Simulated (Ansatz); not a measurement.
**KF: moving F off its site**

KF, Fm-3m, a = 5.347 Å (as given, not relaxed at this level: -0.5 GPa). Ansatz: r2SCAN, PAW, 500 eV, Γ-centred 8×8×8 mesh on 2 atoms, Gaussian smearing 0.05 eV; no spin polarisation.

```
CELL_PARAMETERS angstrom
0.00000 2.67350 2.67350
2.67350 0.00000 2.67350
2.67350 2.67350 0.00000
ATOMIC_POSITIONS crystal
K 0.00000 0.00000 0.00000
F 0.50000 0.50000 0.50000
```

Atom 2 (F) moves by x along the unit vector (1.000, 0.000, 0.000), with its periodic images; all else is held. y is the free energy of the cell over the start, F the force along the path summed over the moved atoms. Symmetry makes y even in x.

```
  x (Å) y (meV) F (eV/Å)
-0.5000    336.2      1.93
-0.2500        ?         ?
 0.0000      0.0      0.00
 0.0625      3.2     -0.10
 0.1250     13.2     -0.22
 0.1875     30.9     -0.36
 0.3125     98.4     -0.76
 0.3750    154.5     -1.05
 0.4375    231.7     -1.43
```

Problem. Fit y = c2 x² + c4 x⁴ to the energies of the other rows, give the force constant, and predict energy and force of the missing row.

Solution. Least squares on the rows shown. y = 787.45 x² + 2224.3 x⁴. The force constant is 2 c2 = 1.57 eV/Å² (for all images moving together, not for a lone atom). With two atoms in a cubic cell this is the optical mode at Γ without the LO field: ω = 521.5 √(2 c2/μ) = 183 cm⁻¹ for μ = 12.79 u. The force −dy/dx at the missing row is 0.53 eV/Å (computed 0.53). At x = -0.2500 the fit asked for gives 57.9 meV. The run gave 58.5 meV, so the fit is 0.6 meV too low, within twice the rms miss on the fitted rows (0.3 meV).